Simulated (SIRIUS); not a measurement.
# Sn (I4_1/amd) in SIRIUS: further runs, part 2 of 3

SIRIUS 7.12.0. Earlier steps stand in the parts before.

## (3) Equation of state, PBE+D3

Changes to run.py since step 2:

```diff
@@ -7,2 +7,4 @@
 from ase.units import GPa
+from ase.calculators.mixing import SumCalculator
+from dftd3.ase import DFTD3
 
@@ -98,3 +100,4 @@
 sirius = Sirius(settings, start)
-atoms.calc = sirius
+dispersion = DFTD3(method="pbe", damping="d3zero")
+atoms.calc = SumCalculator([sirius, dispersion])
 
@@ -112,2 +115,3 @@
 result.update(gap=sirius.gap, fermi=sirius.fermi, **{k: np.array(v).tolist() for k, v in sirius.results.items() if "mag" in k})
+result['dispersion'] = dispersion.get_potential_energy(atoms)
 with open("result.json", "w") as f:
```

Potentials or basis: all-electron FP-LAPW, apw+lo standard.

The run is started by

```sh
$ OMP_NUM_THREADS=1 python run.py
```

The program printed:

```text
25.9911 A^3/atom   -168141.624875 eV/atom
   26.5441 A^3/atom   -168141.636743 eV/atom
   27.0971 A^3/atom   -168141.643613 eV/atom
   27.6501 A^3/atom   -168141.646356 eV/atom
   28.2031 A^3/atom   -168141.645755 eV/atom
   28.7561 A^3/atom   -168141.642043 eV/atom
   29.3091 A^3/atom   -168141.634999 eV/atom
V0 27.8306 A^3/atom, B0 52.00 GPa, B0' 3.27
```

sirius.log (last run):

```text
[info] SIRIUS version : 7.12.0
[info] number of MPI ranks           : 1
[info] MPI grid                      : 1 1
[info] maximum number of OMP threads : 1
[fft] FFT context for density and potential
[fft] =====================================
[fft]   plane wave cutoff                     : 20
[fft]   grid size                             : 60 60 60   total : 216000
[fft]   grid limits                           : -29 30   -29 30   -29 30
[fft]   number of G-vectors within the cutoff : 53375
[fft]   number of G-shells                    : 3716
[fft] FFT context for coarse grid
[fft] =====================================
[fft]   plane wave cutoff                     : 6.62
[fft]   grid size                             : 24 24 24   total : 13824
[fft]   grid limits                           : -11 12   -11 12   -11 12
[fft]   number of G-vectors within the cutoff : 1915
[fft]   number of G-shells                    : 165
[unit cell] lattice vectors
[unit cell]   a1 :      -5.6650302547      5.6650302547      3.0815174619
[... 241 lines left out ...]
[find] valence_eval_sum               :     -64.97393620
[find] core_eval_sum                  :   -7401.57863948
[find] kinetic energy                 :   13000.23321017
[find] enuc                           :  -15011.39246892
[find] <rho|V^{XC}>                   :    -431.45689752
[find] <rho|E^{XC}>                   :    -330.60553505
[... 30 lines left out ...]
[find] valence_eval_sum               :     -64.55557942
[find] core_eval_sum                  :   -7400.23900809
[find] kinetic energy                 :   13008.10400111
[find] enuc                           :  -15014.92035198
[find] <rho|V^{XC}>                   :    -431.52661350
[find] <rho|E^{XC}>                   :    -330.66583629
[find] <mag|B^{XC}>                   :       0.00000000
[find] <rho|V^{H}>                    :  -20041.37197511
[find] smearing (-TS)                 :      -0.00026579
[find] SCF correction                 :       0.00000646
[find] Total energy                   :  -12358.16816825 (Ha),  -24716.33633651 (Ry)
[find] Free energy (E-TS)             :  -12358.16843404 (Ha),  -24716.33686808 (Ry)
[find] band gap (eV)                  :       0.00000000
[find] Efermi                         :       0.20464143
[find] iteration : 6, RMS (target) : 5.5630e-07 (1.0000e-05) , energy difference (target) : -1.7515e-08 (1.0000e-07)
[find] converged after 7 SCF iterations!
[find] Charges and magnetic moments
[find] --------------------------------------------------------------------------------
[find] atom      charge    core leakage
[find] --------------------------------------------------------------------------------
[find]    0   47.919121    8.067858e-11
[find]    1   47.919121    8.067858e-11
[find] total core leakage    : 1.61357168e-10
[find] interstitial charge   : 4.161754
[find] total charge          : 99.999996
[find] Energy
[find] --------------------------------------------------------------------------------
[find] valence_eval_sum               :     -64.55557942
[find] core_eval_sum                  :   -7400.23900809
[find] kinetic energy                 :   13008.10400111
[find] enuc                           :  -15014.92035198
[find] <rho|V^{XC}>                   :    -431.52661350
[find] <rho|E^{XC}>                   :    -330.66583629
[find] <mag|B^{XC}>                   :       0.00000000
[find] <rho|V^{H}>                    :  -20041.37197511
[find] smearing (-TS)                 :      -0.00026579
[find] SCF correction                 :       0.00000646
[find] Total energy                   :  -12358.16816825 (Ha),  -24716.33633651 (Ry)
[find] Free energy (E-TS)             :  -12358.16843404 (Ha),  -24716.33686808 (Ry)
[find] band gap (eV)                  :       0.00000000
[find] Efermi                         :       0.20464143
[ground_state]
[ground_state] ==== total Forces in Ha/bohr =====
[ground_state] atom:    0, force:       0.0000000      0.0000000      0.0000000
[ground_state] atom:    1, force:       0.0000000     -0.0000000      0.0000000
```

Sn.json:

```text
{
  "name": "tin",
  "symbol": "Sn",
  "number": 50,
  "mass": 118.71,
  "rmin": 1e-06,
  "rmt": 2.54,
  "nrmt": 800,
  "rinf": 17.22,
  "core": "1s2s2p3s3p3d",
  "valence": [
    {"basis": [{"enu": 0.03, "dme": 0, "n": 0, "auto": 0}, {"enu": 0.03, "dme": 1, "n": 0, "auto": 0}]},
    {"l": 0, "n": 1, "basis": [{"enu": 0.053, "dme": 0, "n": 0, "auto": 0}]},
    {"l": 1, "n": 2, "basis": [{"enu": 0.13, "dme": 0, "n": 0, "auto": 0}]},
    {"l": 2, "n": 3, "basis": [{"enu": 0.13, "dme": 0, "n": 0, "auto": 0}]},
    {"l": 3, "n": 4, "basis": [{"enu": 0.13, "dme": 0, "n": 0, "auto": 0}]}
  ],
  "lo": [
    {"l": 0, "basis": [{"enu": 0.053, "dme": 0, "n": 0, "auto": 0}, {"enu": 0.053, "dme": 1, "n": 0, "auto": 0}]},
    {
      "l": 0,
      "basis": [{"enu": -4.6245, "dme": 0, "n": 4, "auto": 1}, {"enu": -4.6245, "dme": 1, "n": 4, "auto": 1}]
    },
    {
      "l": 0,
      "basis": [{"enu": -4.6245, "dme": 1, "n": 4, "auto": 1}, {"enu": 0.053, "dme": 0, "n": 0, "auto": 0}]
    },
    {"l": 0, "basis": [{"enu": 0.053, "dme": 0, "n": 0, "auto": 0}, {"enu": 2.533, "dme": 0, "n": 0, "auto": 0}]},
    {"l": 1, "basis": [{"enu": 0.13, "dme": 0, "n": 0, "auto": 0}, {"enu": 0.13, "dme": 1, "n": 0, "auto": 0}]},
    {
      "l": 1,
      "basis": [{"enu": -3.0143, "dme": 0, "n": 4, "auto": 1}, {"enu": -3.0143, "dme": 1, "n": 4, "auto": 1}]
    },
    {
      "l": 1,
      "basis": [{"enu": -3.0143, "dme": 1, "n": 4, "auto": 1}, {"enu": 0.13, "dme": 0, "n": 0, "auto": 0}]
    },
    {"l": 1, "basis": [{"enu": 0.13, "dme": 0, "n": 0, "auto": 0}, {"enu": 2.982, "dme": 0, "n": 0, "auto": 0}]},
    {"l": 2, "basis": [{"enu": 0.13, "dme": 0, "n": 0, "auto": 0}, {"enu": 0.13, "dme": 1, "n": 0, "auto": 0}]},
    {
      "l": 2,
      "basis": [{"enu": -0.6816, "dme": 0, "n": 4, "auto": 1}, {"enu": -0.6816, "dme": 1, "n": 4, "auto": 1}]
    },
    {
      "l": 2,
      "basis": [{"enu": -0.6816, "dme": 1, "n": 4, "auto": 1}, {"enu": 0.13, "dme": 0, "n": 0, "auto": 0}]
    },
    {"l": 2, "basis": [{"enu": 0.13, "dme": 0, "n": 0, "auto": 0}, {"enu": 3.354, "dme": 0, "n": 0, "auto": 0}]},
    {"l": 3, "basis": [{"enu": 0.13, "dme": 0, "n": 0, "auto": 0}, {"enu": 0.13, "dme": 1, "n": 0, "auto": 0}]},
    {"l": 3, "basis": [{"enu": 0.13, "dme": 0, "n": 0, "auto": 0}, {"enu": 2.827, "dme": 0, "n": 0, "auto": 0}]}
  ],
  "free_atom": [... radial grid and density of the free atom, the start of the SCF ...]
}
```

Run time: 8.4 min. Hardware: 1 thread of Arm Neoverse V2, shared host; peak memory 0.6 GiB.

What came out:

* Equilibrium volume: 27.81 Å³/atom
* Bulk modulus at fixed shape and positions: 51 GPa
* Pressure derivative of the bulk modulus: 5.3 (rough: it moves with the points fitted)

Energy against volume, from the lowest point:
```csv
volume (Å³/atom),energy (meV/atom)
25.991,21.48
26.544,9.61
27.097,2.74
27.650,0.00
28.203,0.60
28.756,4.31
29.309,11.36
```

Caveat: the cell was scaled at fixed shape and fractional positions, which overstates the stiffness of a crystal with free parameters, most of all of layers and chains.

## (4) Equation of state, PBE+D3(BJ)

Changes to run.py since step 3:

```diff
@@ -100,3 +100,3 @@
 sirius = Sirius(settings, start)
-dispersion = DFTD3(method="pbe", damping="d3zero")
+dispersion = DFTD3(method="pbe", damping="d3bj")
 atoms.calc = SumCalculator([sirius, dispersion])
```

Potentials or basis: all-electron FP-LAPW, apw+lo standard.

The run is started by

```sh
$ OMP_NUM_THREADS=1 python run.py
```

The program printed:

```text
25.9911 A^3/atom   -168141.821141 eV/atom
   26.5441 A^3/atom   -168141.828418 eV/atom
   27.0971 A^3/atom   -168141.830886 eV/atom
   27.6501 A^3/atom   -168141.829408 eV/atom
   28.2031 A^3/atom   -168141.824760 eV/atom
   28.7561 A^3/atom   -168141.817169 eV/atom
   29.3091 A^3/atom   -168141.806408 eV/atom
V0 27.1901 A^3/atom, B0 53.33 GPa, B0' 3.62
```

sirius.log (last run):

```text
[info] SIRIUS version : 7.12.0
[info] number of MPI ranks           : 1
[info] MPI grid                      : 1 1
[info] maximum number of OMP threads : 1
[fft] FFT context for density and potential
[fft] =====================================
[fft]   plane wave cutoff                     : 20
[... 308 lines left out ...]
[find] atom      charge    core leakage
[find] --------------------------------------------------------------------------------
[find]    0   47.919121    8.067858e-11
[find]    1   47.919121    8.067858e-11
[find] total core leakage    : 1.61357168e-10
[find] interstitial charge   : 4.161754
[find] total charge          : 99.999996
[find] Energy
[find] --------------------------------------------------------------------------------
[find] valence_eval_sum               :     -64.55557942
[find] core_eval_sum                  :   -7400.23900809
[find] kinetic energy                 :   13008.10400111
[find] enuc                           :  -15014.92035198
[find] <rho|V^{XC}>                   :    -431.52661350
[find] <rho|E^{XC}>                   :    -330.66583629
[find] <mag|B^{XC}>                   :       0.00000000
[find] <rho|V^{H}>                    :  -20041.37197511
[find] smearing (-TS)                 :      -0.00026579
[find] SCF correction                 :       0.00000646
[find] Total energy                   :  -12358.16816825 (Ha),  -24716.33633651 (Ry)
[find] Free energy (E-TS)             :  -12358.16843404 (Ha),  -24716.33686808 (Ry)
[find] band gap (eV)                  :       0.00000000
[find] Efermi                         :       0.20464143
[ground_state]
[ground_state] ==== total Forces in Ha/bohr =====
[ground_state] atom:    0, force:       0.0000000      0.0000000      0.0000000
[ground_state] atom:    1, force:       0.0000000     -0.0000000      0.0000000
```

Sn.json:

```text
{
  "name": "tin",
  "symbol": "Sn",
  "number": 50,
  "mass": 118.71,
  "rmin": 1e-06,
  "rmt": 2.54,
  "nrmt": 800,
  "rinf": 17.22,
  "core": "1s2s2p3s3p3d",
  "valence": [
    {"basis": [{"enu": 0.03, "dme": 0, "n": 0, "auto": 0}, {"enu": 0.03, "dme": 1, "n": 0, "auto": 0}]},
    {"l": 0, "n": 1, "basis": [{"enu": 0.053, "dme": 0, "n": 0, "auto": 0}]},
    {"l": 1, "n": 2, "basis": [{"enu": 0.13, "dme": 0, "n": 0, "auto": 0}]},
    {"l": 2, "n": 3, "basis": [{"enu": 0.13, "dme": 0, "n": 0, "auto": 0}]},
    {"l": 3, "n": 4, "basis": [{"enu": 0.13, "dme": 0, "n": 0, "auto": 0}]}
  ],
  "lo": [
    {"l": 0, "basis": [{"enu": 0.053, "dme": 0, "n": 0, "auto": 0}, {"enu": 0.053, "dme": 1, "n": 0, "auto": 0}]},
    {
      "l": 0,
      "basis": [{"enu": -4.6245, "dme": 0, "n": 4, "auto": 1}, {"enu": -4.6245, "dme": 1, "n": 4, "auto": 1}]
    },
    {
      "l": 0,
      "basis": [{"enu": -4.6245, "dme": 1, "n": 4, "auto": 1}, {"enu": 0.053, "dme": 0, "n": 0, "auto": 0}]
    },
    {"l": 0, "basis": [{"enu": 0.053, "dme": 0, "n": 0, "auto": 0}, {"enu": 2.533, "dme": 0, "n": 0, "auto": 0}]},
    {"l": 1, "basis": [{"enu": 0.13, "dme": 0, "n": 0, "auto": 0}, {"enu": 0.13, "dme": 1, "n": 0, "auto": 0}]},
    {
      "l": 1,
      "basis": [{"enu": -3.0143, "dme": 0, "n": 4, "auto": 1}, {"enu": -3.0143, "dme": 1, "n": 4, "auto": 1}]
    },
    {
      "l": 1,
      "basis": [{"enu": -3.0143, "dme": 1, "n": 4, "auto": 1}, {"enu": 0.13, "dme": 0, "n": 0, "auto": 0}]
    },
    {"l": 1, "basis": [{"enu": 0.13, "dme": 0, "n": 0, "auto": 0}, {"enu": 2.982, "dme": 0, "n": 0, "auto": 0}]},
    {"l": 2, "basis": [{"enu": 0.13, "dme": 0, "n": 0, "auto": 0}, {"enu": 0.13, "dme": 1, "n": 0, "auto": 0}]},
    {
      "l": 2,
      "basis": [{"enu": -0.6816, "dme": 0, "n": 4, "auto": 1}, {"enu": -0.6816, "dme": 1, "n": 4, "auto": 1}]
    },
    {
      "l": 2,
      "basis": [{"enu": -0.6816, "dme": 1, "n": 4, "auto": 1}, {"enu": 0.13, "dme": 0, "n": 0, "auto": 0}]
    },
    {"l": 2, "basis": [{"enu": 0.13, "dme": 0, "n": 0, "auto": 0}, {"enu": 3.354, "dme": 0, "n": 0, "auto": 0}]},
    {"l": 3, "basis": [{"enu": 0.13, "dme": 0, "n": 0, "auto": 0}, {"enu": 0.13, "dme": 1, "n": 0, "auto": 0}]},
    {"l": 3, "basis": [{"enu": 0.13, "dme": 0, "n": 0, "auto": 0}, {"enu": 2.827, "dme": 0, "n": 0, "auto": 0}]}
  ],
  "free_atom": [... radial grid and density of the free atom, the start of the SCF ...]
}
```

It took 8.5 min on 1 thread of Arm Neoverse V2, shared host; peak memory 0.6 GiB.

Results:

```yaml
Equilibrium_volume: 27.18 Å³/atom
Bulk_modulus_at_fixed_shape_and_positions: 55 GPa
Pressure_derivative_of_the_bulk_modulus: "5.3 (rough: it moves with the points fitted)"
```

Energy against volume, from the lowest point:
```tsv
volume (Å³/atom)	energy (meV/atom)
25.991	9.74
26.544	2.47
27.097	0.00
27.650	1.48
28.203	6.13
28.756	13.72
29.309	24.48
```

Caveat: the cell was scaled at fixed shape and fractional positions, which overstates the stiffness of a crystal with free parameters, most of all of layers and chains.

(Continued in part 3 of 3.)
